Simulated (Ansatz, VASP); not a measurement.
# One calculation of ZnCu2, two programs

Contents of POSCAR:

```
ZnCu2
1.0
    2.5838256049      0.0000000000      0.0000000000
   -1.2919128025      2.2376586128      0.0000000000
    0.0000000000      0.0000000000      6.2933738000
Zn Cu
1 2
Direct
    0.0000000000      0.0000000000      0.0000000000
    0.3333333300      0.6666666700      0.6621414900
    0.6666666700      0.3333333300      0.3378585100
```

INCAR.step1

```
SYSTEM = ZnCu2
PREC = Accurate
ENCUT = 520
ISMEAR = 0
SIGMA = 0.1
LREAL = .FALSE.
LASPH = .TRUE.
NELM = 100
NBANDS = 24
GGA = PE
ALGO = Normal
EDIFF = 1E-4
LWAVE = .TRUE.
LCHARG = .FALSE.
```

The input INCAR.step2:

```
SYSTEM = ZnCu2
PREC = Accurate
ENCUT = 520
EDIFF = 1E-6
ISMEAR = 0
SIGMA = 0.1
LREAL = .FALSE.
LASPH = .TRUE.
NELM = 100
ALGO = Normal
ISIF = 2
LWAVE = .FALSE.
LCHARG = .TRUE.
METAGGA = R2SCAN
LMIXTAU = .TRUE.
LELF = .TRUE.
LVHAR = .TRUE.
NBANDS = 24
ISTART = 1
```

Contents of KPOINTS:

```
Automatic mesh
0
G
  9 9 4
  0 0 0
```

Input for Ansatz:

```yaml
crystal:
  lattice:
    - [2.5838256049, 0.0, 0.0]
    - [-1.2919128025, 2.2376586128, 0.0]
    - [0.0, 0.0, 6.2933738]
  atoms:
    - { symbol: Zn, position: [0.0, 0.0, 0.0] }
    - { symbol: Cu, position: [0.33333333, 0.66666667, 0.66214149] }
    - { symbol: Cu, position: [0.66666667, 0.33333333, 0.33785851] }
basis:
  ecutwfc: 500
kpoints:
  mp_grid: { grid: [9, 9, 4] }
hamiltonian:
  xc: r2scan
scf:
  occupations: { method: gaussian, width: 0.1 }
output:
  forces: true
  stress: true
  eigenvalues: true
```

The cell comes from a database or a generator and needn't be the stable form of this composition.

Alike in both runs: task single point; functional r2SCAN; k mesh 9 × 9 × 4; occupations gaussian, width 0.1 eV; no spin polarisation.

|  | VASP | Ansatz |
| --- | --- | --- |
| version | VASP 6.6.1 | Ansatz 0.2.0 |
| potentials or method | VASP PAW PBE potentials, release 64 (Zn, Cu) | scalar-relativistic, plane waves, PAW |
| plane-wave cutoff (eV) | 520 | 500 |
| valence electrons in the cell | 34 | 50 |

|  | VASP | Ansatz | Ansatz less VASP |
| --- | --- | --- | --- |
| gap on the k mesh at the Fermi level (eV) | none | none | - |
| pressure (GPa) | 0.7 | 0.1 | -0.58 |
| largest component of the traceless stress (GPa) | 1.85 | 1.82 | -0.032 |
| rms of the force components (eV/Å) | 0.005 | 0.001 | -0.0035 |

Atom by atom the forces differ by 0.004 eV/Å (rms over components). A gap of «none» marks a metal or a gap that the smearing closes. The two sets of potentials don't hold the same shells in valence.

Caveats: the PAW data sets were made with another functional, which shifts forces and pressure a little (VASP).
